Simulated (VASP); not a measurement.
SiC (Moissanite 6H):

```
Si C
1.0
     3.09500    0.00000    0.00000
    -1.54750    2.68035    0.00000
     0.00000    0.00000   15.17000
Si C
6 6
Cartesian
  1.5475 0.8934 6.9524
  0.0000 1.7869 14.5374
  1.5475 0.8934 12.0101
  0.0000 1.7869 4.4251
  0.0000 0.0000 9.4812
  0.0000 0.0000 1.8962
  1.5475 0.8934 5.0562
  0.0000 1.7869 12.6412
  1.5475 0.8934 10.1138
  0.0000 1.7869 2.5288
  0.0000 0.0000 7.5850
  0.0000 0.0000 0.0000
```

| Item | Value |
| --- | --- |
| Program | VASP 6.6.1 |
| Task | relaxation of cell and atoms |
| Functional | vdW-DF |
| Potentials or basis | VASP PAW PBE potentials, release 64 (Si, C) |
| Cutoff | 600 eV |
| k mesh | 10 × 10 × 2 |
| Occupations | fermi-dirac, width 0.05 eV |
| Spin | no spin polarisation |

At the start: pressure 4.3 GPa; volume 10.49 Å³/atom.

Task: Where does the relaxation end?

Result: Over 5 steps the energy falls by 2.9 meV/atom and the volume is 10.70 Å³/atom (+2.0 %); space group P6_3mc (No. 186, to 0.05 Å).

Step by step:
```tsv
step	energy change (eV)	largest force (eV/Å)	pressure (GPa)	volume (Å³)
1	0.0000	0.1398	4.27	125.85
2	-0.0037	0.1041	-3.77	131.00
3	-0.0350	0.0377	-0.01	128.46
4	-0.0350	0.0363	0.07	128.40
5	-0.0351	0.0176	0.06	128.41
```

Final structure:
```
CELL_PARAMETERS angstrom
3.11444 0.00000 0.00000
-1.55722 2.69718 0.00000
0.00000 0.00000 15.28639
ATOMIC_POSITIONS crystal
Si 0.66667 0.33333 0.45826
Si 0.33333 0.66667 0.95826
Si 0.66667 0.33333 0.79179
Si 0.33333 0.66667 0.29179
Si 0.00000 0.00000 0.62505
Si 0.00000 0.00000 0.12505
C 0.66667 0.33333 0.33331
C 0.33333 0.66667 0.83331
C 0.66667 0.33333 0.66686
C 0.33333 0.66667 0.16686
C 0.00000 0.00000 0.49973
C 0.00000 0.00000 0.99973
```

Caveat: the PAW data sets were made with another functional, which shifts forces and pressure a little.
